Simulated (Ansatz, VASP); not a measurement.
**One calculation of Sb, two programs**

Contents of INCAR:

```
SYSTEM = Sb
ALGO     = Normal         ! electronic algorithm
EDIFF    = 1E-7           ! SCF threshold, eV
ENCUT    = 520            ! plane-wave cutoff, eV
GGA      = PE             ! functional
ISIF     = 2              ! what is computed and relaxed
ISMEAR   = -1             ! smearing method
LASPH    = .True.         ! aspherical terms in the spheres
LCHARG   = .False.        ! write CHGCAR
LREAL    = .False.        ! projectors in reciprocal space
LWAVE    = .False.        ! write WAVECAR
NBANDS   = 12             ! bands
NELM     = 100            ! most SCF steps
PREC     = Accurate       ! precision mode
SIGMA    = 0.05           ! smearing width, eV
```

KPOINTS

```
k-points
0
Gamma
  9 9 5
  0 0 0
```

File POSCAR:

```
Sb
1.0
    0.0000000000     -2.3712425200     -2.3712425200
   -2.3712425200      0.0000000000     -2.3712425200
    2.3712425200      2.3712425200     -4.7424850400
Sb
2
Direct
    0.4898204400      0.4577360300      0.5601456900
    0.0101795600      0.0422639700      0.9398543100
```

input.yaml

```yaml
crystal:
  lattice:
    - [0.0, -2.37124252, -2.37124252]
    - [-2.37124252, 0.0, -2.37124252]
    - [2.37124252, 2.37124252, -4.74248504]
  atoms:
    - { symbol: Sb, position: [0.48982044, 0.45773603, 0.56014569] }
    - { symbol: Sb, position: [0.01017956, 0.04226397, 0.93985431] }
hamiltonian:
  xc: pbe
  pseudopotentials: { kind: paw }
kpoints:
  mp_grid: { grid: [9, 9, 5] }
  band_path:
    path:
      - [[0.0, 0.0, 0.0], [0.0, -0.5, 0.0], [0.375, -0.3125, 0.1875]]
      - [[0.3125, -0.3125, 0.5], [0.0, 0.0, 0.5], [0.0, 0.0, 0.0], [0.34375, -0.34375, 0.0]]
      - [[0.34375, -0.3125, 0.34375], [0.5, 0.0, 0.5], [0.46875, 0.0, 0.65625], [0.0, 0.0, 0.5]]
      - [[0.0, -0.5, 0.0], [0.0, -0.46875, 0.34375]]
    npoints: 14
scf:
  occupations: { method: fermi_dirac, width: 0.05 }
  n_extra_bands: 6
output:
  forces: true
  stress: true
  eigenvalues: true
  fatbands: false
```

Alike in both runs: functional PBE; k mesh 9 × 9 × 5; occupations fermi-dirac, width 0.05 eV; no spin polarisation.

|  | VASP | Ansatz |
| --- | --- | --- |
| version | VASP 6.6.1 | Ansatz 0.2.0 |
| potentials or method | VASP PAW PBE potentials, release 64 (Sb) | Ansatz PAW |
| plane-wave cutoff (eV) | 520 | 420 |
| valence electrons in the cell | 10 | 30 |
| task | single point | band structure |

```csv
,VASP,Ansatz,Ansatz less VASP
gap on the k mesh at the Fermi level (eV),none,none,-
pressure (GPa),13.2,13.0,-0.20
largest component of the traceless stress (GPa),2.00,2.02,+0.015
rms of the force components (eV/Å),1.161,1.122,-0.0385
```

Atom by atom the forces differ by 0.039 eV/Å (rms over components). A gap of «none» marks a metal or a gap that the smearing closes. The two sets of potentials don't hold the same shells in valence.

Caveats: forces of over 1 eV/Å show positions far from the minimum, so gaps and moduli don't describe the material at rest; spin-orbit coupling is left out, which moves the levels of the heavy elements (Ansatz). The runs have no spin-orbit coupling, so splittings on Sb are missing.
